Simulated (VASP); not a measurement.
# GaSb (mix) (F-43m) in VASP: a series of runs

Runs on GaSb (mix). Level: PBE. Tasks: single point, relaxation of cell and atoms.

Everything below comes from runs of VASP 6.6.1. Logs are shortened: lines on timing, memory, paths and dates and some standing lists are left out, and cuts for length are marked.

**Experimental background.**

From a printed reference work, data compilation, for a bulk crystal of GaSb at 4.2 K: band gap 0.811 eV (direct).

The runs below are set against these values where they give the same quantity.

## 1. Starting point

Symmetry: F-43m, No. 216, cubic system. The conventional cell has a = 6.214 Å, b = 6.214 Å, c = 6.214 Å, α = 90.00°, β = 90.00°, γ = 90.00°. Ga (site symmetry -43m) is surrounded by 4 Sb at 2.69 Å. Around Sb (site symmetry -43m) lie 4 Ga at 2.69 Å.

## 2. Single point, PBE

The input, INCAR:

```
SYSTEM = GaSb
PREC = Accurate
ENCUT = 520
EDIFF = 1E-6
ISMEAR = 0
SIGMA = 0.1
LREAL = .FALSE.
LASPH = .TRUE.
NELM = 100
ALGO = Normal
ISIF = 2
LWAVE = .FALSE.
LCHARG = .TRUE.
GGA = PE
LELF = .TRUE.
LVHAR = .TRUE.
NBANDS = 16
```

The input, KPOINTS:

```
regular mesh
0
G
  12 12 12
  0 0 0
```

The input, POSCAR:

```
GaSb
1.0
    0.0000000000      3.1070803885      3.1070803885
    3.1070803885      0.0000000000      3.1070803885
    3.1070803885      3.1070803885      0.0000000000
Ga Sb
1 1
Direct
    0.0000000000      0.0000000000      0.0000000000
    0.2500000000      0.2500000000      0.2500000000
```

Potentials or basis: VASP PAW PBE potentials, release 64 (Ga_d, Sb).

Command:

```sh
cat potpaw_PBE.64/Ga_d/POTCAR potpaw_PBE.64/Sb/POTCAR > POTCAR
mpirun -np 1 vasp_std > vasp.out
```

OUTCAR:

```text
SYSTEM = GaSb
   PREC = Accurate
   ENCUT = 520
   EDIFF = 1E-6
   ISMEAR = 0
   LREAL = .FALSE.
   LASPH = .TRUE.
   NELM = 100
   ISIF = 2
   GGA = PE

 ion  position               nearest neighbor table
   1  0.000  0.000  0.000-   2 2.69   2 2.69   2 2.69   2 2.69
   2  0.250  0.250  0.250-   1 2.69   1 2.69   1 2.69   1 2.69

  LATTYP: Found a face centered cubic cell.
 ALAT       =     6.2141607770

  Lattice vectors:

 A1 = (   0.0000000000,   3.1070803885,   3.1070803885)
 A2 = (   3.1070803885,   0.0000000000,   3.1070803885)
 A3 = (   3.1070803885,   3.1070803885,   0.0000000000)

Analysis of symmetry for initial positions (statically):
=====================================================================
 Subroutine PRICEL returns:
 Original cell was already a primitive cell.

 Routine SETGRP: Setting up the symmetry group for a
 face centered cubic supercell.

 Subroutine GETGRP returns: Found 24 space group operations
 (whereof 24 operations were pure point group operations)
 out of a pool of 48 trial point group operations.

The static configuration has the point symmetry T_d .

Analysis of symmetry for dynamics (positions and initial velocities):
=====================================================================
 Subroutine PRICEL returns:
 Original cell was already a primitive cell.

 Routine SETGRP: Setting up the symmetry group for a
 face centered cubic supercell.

 Subroutine GETGRP returns: Found 24 space group operations
 (whereof 24 operations were pure point group operations)
 out of a pool of 48 trial point group operations.

The dynamic configuration has the point symmetry T_d .

 Subroutine INISYM returns: Found 24 space group operations
 (whereof 24 operations are pure point group operations),
 and found     1 'primitive' translations

----------------------------------------------------------------------------------------

                                     Primitive cell

  volume of cell :      59.9912

  direct lattice vectors                    reciprocal lattice vectors
     0.000000000  3.107080389  3.107080389    -0.160922776  0.160922776  0.160922776
     3.107080389  0.000000000  3.107080389     0.160922776 -0.160922776  0.160922776
     3.107080389  3.107080389  0.000000000     0.160922776  0.160922776 -0.160922776

  length of vectors
     4.394075225  4.394075225  4.394075225     0.278726423  0.278726423  0.278726423

  position of ions in fractional coordinates (direct lattice)
     0.000000000  0.000000000  0.000000000
     0.250000000  0.250000000  0.250000000

  ion indices of the primitive-cell ions
   primitive index   ion index
                 1           1
                 2           2

----------------------------------------------------------------------------------------

 KPOINTS: regular mesh

Automatic generation of k-mesh.
 Grid dimensions read from file:
 generate k-points for:   12   12   12

 Generating k-lattice:

  Cartesian coordinates                     Fractional coordinates (reciprocal lattice)
    -0.013410231  0.013410231  0.013410231     0.083333333  0.000000000  0.000000000
     0.013410231 -0.013410231  0.013410231     0.000000000  0.083333333  0.000000000
     0.013410231  0.013410231 -0.013410231     0.000000000  0.000000000  0.083333333

  Length of vectors
     0.023227202  0.023227202  0.023227202

  Shift w.r.t. Gamma in fractional coordinates (k-lattice)
     0.000000000  0.000000000  0.000000000

 Subroutine IBZKPT returns following result:
 ===========================================

 Found     72 irreducible k-points:

 Following reciprocal coordinates:
            Coordinates               Weight
  0.000000  0.000000  0.000000      1.000000
  0.083333  0.000000  0.000000      8.000000
  0.166667  0.000000  0.000000      8.000000
  0.250000  0.000000  0.000000      8.000000
  0.333333  0.000000  0.000000      8.000000
  0.416667  0.000000  0.000000      8.000000
[... 16 lines left out ...]
  0.500000  0.166667  0.000000     24.000000
 -0.416667  0.166667  0.000000     24.000000
 [... further k-points ...]
   k-points           NKPTS =     72   k-points in BZ     NKDIM =     72   number of bands    NBANDS=     16
   number of dos      NEDOS =    301   number of ions     NIONS =      2
   total plane-waves  NPLWV =  46656
   dimension x,y,z NGX =    36 NGY =   36 NGZ =   36
   dimension x,y,z NGXF=    72 NGYF=   72 NGZF=   72
   ions per type =               1   1
   NGX,Y,Z   is equivalent  to a cutoff of  13.62, 13.62, 13.62 a.u.
   NGXF,Y,Z  is equivalent  to a cutoff of  27.24, 27.24, 27.24 a.u.
 SYSTEM =  GaSb
   PREC   = accura    normal or accurate (medium, high low for compatibility)
   ISTART =      0    job   : 0-new  1-cont  2-samecut
   ICHARG =      2    charge: 1-file 2-atom 10-const
   ISPIN  =      1    spin polarized calculation?
   LNONCOLLINEAR =      F non collinear calculations
   LSORBIT =      F    spin-orbit coupling
   LASPH  =      T    aspherical Exc in radial PAW
   ENCUT  =  520.0 eV  38.22 Ry    6.18 a.u.   8.17  8.17  8.17*2*pi/ulx,y,z
   NELM   =    100;   NELMIN=  2; NELMDL= -5     # of ELM steps
   EDIFF  = 0.1E-05   stopping-criterion for ELM
   LREAL  =      F    real-space projection
   EDIFFG = 0.1E-04   stopping-criterion for IOM
   NSW    =      0    number of steps for IOM
   IBRION =     -1    ionic relax: 0-MD 1-quasi-New 2-CG
   NFREE  =      0    steps in history (QN), initial steepest desc. (CG)
   ISIF   =      2    stress and relaxation
   ISYM   =      2    0-nonsym 1-usesym 2-fastsym
   POTIM  = 0.5000    time-step for ionic-motion
   TEBEG  =    0.0;   TEEND  =   0.0 temperature during run
   PSTRESS=    0.0 pullay stress
   NELECT =      18.0000    total number of electrons
   NUPDOWN=      -1.0000    fix difference up-down
   EMIN   =  10.00;   EMAX   =-10.00  energy-range for DOS
   EFERMI =   0.00;   METHOD = LEGACY
   ISMEAR =     0;   SIGMA  =   0.10  broadening in eV -4-tet -1-fermi 0-gaus
   EFERMI_NEDOS =   21; number of points for ismear=-14 and -15
   IALGO  =     38    algorithm
   IMIX   =      4    mixing-type and parameters
     AMIX     =   0.40;   BMIX     =  1.00
     AMIX_MAG =   1.60;   BMIX_MAG =  1.00
  volume/ion in A,a.u.               =      30.00       202.42
  Fermi-wavevector in a.u.,A,eV,Ry     =   1.095981  2.071105 16.342981  1.201175
  Thomas-Fermi vector in A             =   2.232315
   LORBIT       =      0    0 simple, 1 ext, 2 COOP (PROOUT), +10 PAW based schemes
   GGA     = PE    functional components
   LHFCALC =     F    Hartree Fock is set to
   AEXX    =    0.0000 exact exchange contribution
   IVDW    =     0    specifies the selected vdW correction
   LEPSILON=     F    determine dielectric tensor
   LRPA    =     F    only Hartree local field effects (RPA)
 non-spin polarized calculation
 Gauss-broadening in eV      SIGMA  =   0.10
  energy-cutoff  :      520.00
  volume of cell :       59.99
 maximum number of plane-waves:      1639
 NGX is ok and might be reduce to    36
   NGX = 17   NGY = 17   NGZ = 17

 number of electron      17.9999991 magnetization

 Free energy of the ion-electron system (eV)
  ---------------------------------------------------
  ext. energy  EPLUGINS =         0.00000000
  ---------------------------------------------------
  free energy    TOTEN  =        -7.37307646 eV

  energy without entropy =       -7.37293960  energy(sigma->0) =       -7.37300803

 E-fermi :   4.4522     XC(G=0):  -8.8867

 val. band max:        4.4026603001   @ k =   0.0000   0.0000   0.0000
 cond. band min:       4.7130407702   @ k =   0.5000   0.0000   0.0000
 fundamental gap:      0.3103804700
 Fermi energy:         4.4521678521

 k-point     1 :       0.0000    0.0000    0.0000
  band No.  band energies     occupation
      1     -10.5447      2.00000
      2     -10.5447      2.00000
      3     -10.5447      2.00000
      4     -10.5018      2.00000
      5     -10.5018      2.00000
      6      -6.7581      2.00000
[... 8 lines left out ...]
     15      12.9060      0.00000
     16      12.9060      0.00000

 k-point     2 :       0.0833    0.0000    0.0000
  band No.  band energies     occupation
      1     -10.5463      2.00000
      2     -10.5440      2.00000
      3     -10.5440      2.00000
      4     -10.5019      2.00000
      5     -10.5019      2.00000
      6      -6.6907      2.00000
[... 8 lines left out ...]
     15      12.4303      0.00000
     16      12.4303      0.00000

 k-point     3 :       0.1667    0.0000    0.0000
  band No.  band energies     occupation
      1     -10.5505      2.00000
      2     -10.5422      2.00000
      3     -10.5422      2.00000
      4     -10.5020      2.00000
      5     -10.5020      2.00000
      6      -6.4927      2.00000
[... 8 lines left out ...]
     15      11.9766      0.00000
     16      11.9766      0.00000

 k-point     4 :       0.2500    0.0000    0.0000
  band No.  band energies     occupation
      1     -10.5562      2.00000
      2     -10.5398      2.00000
      3     -10.5398      2.00000
      4     -10.5021      2.00000
      5     -10.5021      2.00000
      6      -6.1798      2.00000
[... 8 lines left out ...]
     15      11.9483      0.00000
     16      11.9483      0.00000
[... 324 lines left out ...]
 k-point    22 :       0.4167    0.1667    0.0000
  band No.  band energies     occupation
      1     -10.5680      2.00000
      2     -10.5344      2.00000
      3     -10.5332      2.00000
      4     -10.5048      2.00000
      5     -10.5005      2.00000
      6      -5.4400      2.00000
[... 8 lines left out ...]
     15      13.3412      0.00000
     16      14.1325      0.00000

 k-point    23 :       0.5000    0.1667    0.0000
  band No.  band energies     occupation
      1     -10.5700      2.00000
      2     -10.5338      2.00000
      3     -10.5325      2.00000
      4     -10.5040      2.00000
      5     -10.5009      2.00000
      6      -5.1228      2.00000
[... 8 lines left out ...]
     15      13.9595      0.00000
     16      14.1842      0.00000

 k-point    24 :      -0.4167    0.1667    0.0000
  band No.  band energies     occupation
      1     -10.5699      2.00000
      2     -10.5337      2.00000
      3     -10.5330      2.00000
      4     -10.5030      2.00000
      5     -10.5018      2.00000
      6      -5.0714      2.00000
[... 8 lines left out ...]
     15      12.9862      0.00000
     16      13.4307      0.00000

 [... further k-points ...]

------------------------ aborting loop because EDIFF is reached ----------------------------------------

  FORCE on cell =-STRESS in cart. coord.  units (eV):
  Direction    XX          YY          ZZ          XY          YZ          ZX
  --------------------------------------------------------------------------------------
  -------------------------------------------------------------------------------------
  Total        0.0237685      0.0237685      0.0237685      0.0000000      0.0000000     -0.0000000
  in kB        0.6347820      0.6347820      0.6347820      0.0000000      0.0000000     -0.0000000
  external PRESSURE =       0.6347820 kB  Pullay stress =       0.0000000 kB

 VOLUME and BASIS-vectors are now :
 -----------------------------------------------------------------------------
  energy-cutoff  :      520.00
  volume of cell :       59.99
      direct lattice vectors                 reciprocal lattice vectors
     0.000000000  3.107080389  3.107080389    -0.160922776  0.160922776  0.160922776
     3.107080389  0.000000000  3.107080389     0.160922776 -0.160922776  0.160922776
     3.107080389  3.107080389  0.000000000     0.160922776  0.160922776 -0.160922776

 POSITION                                       TOTAL-FORCE (eV/Angst)
 -----------------------------------------------------------------------------------
      0.00000      0.00000      0.00000         0.000000     -0.000000      0.000000
      1.55354      1.55354      1.55354        -0.000000      0.000000     -0.000000
 -----------------------------------------------------------------------------------
    total drift:                                0.000001      0.000001      0.000001

  FREE ENERGIE OF THE ION-ELECTRON SYSTEM (eV)
  ---------------------------------------------------
  free  energy   TOTEN  =        -7.3730764573 eV

  energy  without entropy=       -7.3729396014  energy(sigma->0) =       -7.37300803
```

Run time: 49 s. Hardware: 1 thread of AMD EPYC 9R45 (Zen 5), shared host; peak memory 0.21 GiB.

Results:

```yaml
Free_energy: -7.3731 eV
Pressure: 0.1 GPa
Band_gap_on_the_k_mesh: none (metal or under the smearing width)
```

Caveat: this crystal is a semiconductor, whose small gap the functional closes, so the metal is an error of the method. Spin-orbit coupling is left out, which matters for the levels of Sb.

## 3. Relaxation of cell and atoms, PBE

This run uses another cell than the first one, of 28.62 Å³/atom, 0.954 times its volume.

The input, INCAR:

```
PREC = Accurate
ENCUT = 600
EDIFF = 1E-6
ISMEAR = 0
SIGMA = 0.1
LREAL = False
LASPH = True
NELM = 100
ALGO = Normal
ISIF = 3
LWAVE = False
LCHARG = False
GGA = PE
IBRION = 2
NSW = 100
EDIFFG = -0.002
```

The input, KPOINTS:

```
Automatic mesh
0
Gamma
  12 12 12
```

The input, POSCAR:

```
GaSb
1.0
    0.0000000000      3.0590000000      3.0590000000
    3.0590000000      0.0000000000      3.0590000000
    3.0590000000      3.0590000000      0.0000000000
Ga Sb
1 1
Direct
    0.0000000000      0.0000000000      0.0000000000
    0.2500000000      0.2500000000      0.2500000000
```

Potentials or basis: VASP PAW PBE potentials, release 64 (Ga_d, Sb).

Command:

```sh
cat potpaw_PBE.64/Ga_d/POTCAR potpaw_PBE.64/Sb/POTCAR > POTCAR
mpirun -np 1 vasp_std > vasp.out
```

Run time: 1.9 min. Hardware: 1 thread of AMD EPYC 9R45 (Zen 5), shared host; peak memory 0.23 GiB.

It converged, with:

| Quantity | Value |
| --- | --- |
| Free energy | -7.3726 eV |
| Relaxed volume | 30.01 Å³/atom |
| Relaxed cell | a = 4.395 Å, b = 4.395 Å, c = 4.395 Å, α = 60.00°, β = 60.00°, γ = 60.00° |
| Space group after relaxing (to 0.05 Å) | F-43m (No. 216) |
| Energy gained by relaxing | 10.0 meV/atom |
| Ionic steps | 6 |
| Pressure after relaxing | 0.0 GPa |
| Band gap on the k mesh | none (metal or under the smearing width) |

The path:
```csv
step,energy change (eV),largest force (eV/Å),pressure (GPa),volume (Å³)
1,0.0000,0.0000,2.39,57.25
2,-0.0186,0.0000,-0.54,60.86
3,-0.0200,0.0000,-0.02,60.06
4,-0.0200,0.0000,0.07,60.01
5,-0.0200,0.0000,0.05,60.01
6,-0.0200,0.0000,0.00,60.02
```

Final structure:
```yaml
crystal:
  lattice:
    - [0.00000, 3.10750, 3.10750]
    - [3.10750, 0.00000, 3.10750]
    - [3.10750, 3.10750, 0.00000]
  atoms:
    - { symbol: Ga, position: [0.00000, 0.00000, 0.00000] }
    - { symbol: Sb, position: [0.25000, 0.25000, 0.25000] }
```

Levels at points of the mesh, in eV from the Fermi level:
| k point | band 7 | band 8 | band 9 | band 10 | band 11 | band 12 |
| --- | --- | --- | --- | --- | --- | --- |
| (0.00, 0.00, 0.00) | -0.34 | -0.05 | -0.05 | -0.05 | 2.74 | 2.74 |
| (0.50, 0.00, 0.00) | -6.19 | -1.13 | -1.13 | 0.26 | 3.70 | 3.70 |
| (0.50, 0.50, 0.00) | -6.65 | -2.46 | -2.46 | 0.90 | 1.29 | 8.33 |

Caveat: this crystal is a semiconductor, whose small gap the functional closes, so the metal is an error of the method. PBE usually gives volumes a little too large and moduli too small.

(Continued in part 2 of 2.)
